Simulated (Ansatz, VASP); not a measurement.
**Two plane-wave programs on Ge**

```xyz
4
Lattice="0.0000 -2.8805 -2.8805 0.0000 2.8805 -2.8805 5.7611 0.0000 0.0000" Properties=species:S:1:pos:R:3 pbc="T T T"
Ge    0.0000    0.0000   -2.8805
Ge    2.8805    0.0000    0.0000
Ge    1.4403    1.4403   -1.4403
Ge    4.3208   -1.4403   -1.4403
```

Alike in both runs: task single point; functional PBE; k mesh 8 × 8 × 6; occupations gaussian, width 0.15 eV; no spin polarisation.

```csv
,VASP,Ansatz
version,VASP 6.6.1,Ansatz 0.2.0
potentials or method,"VASP PAW PBE potentials, release 64 (Ge_d)","scalar-relativistic, plane waves, PAW"
plane-wave cutoff (eV),520,420
valence electrons in the cell,56,56
```

|  | VASP | Ansatz | Ansatz less VASP |
| --- | --- | --- | --- |
| gap on the k mesh at the Fermi level (eV) | none | none | - |
| pressure (GPa) | 0.0 | 0.0 | +0.05 |

A gap of «none» marks a metal or a gap that the smearing closes. With one functional, cell and mesh, what is left measures potentials, basis and numerics.

Caveats: the real-space grid breaks the cell's symmetry a little (VASP).
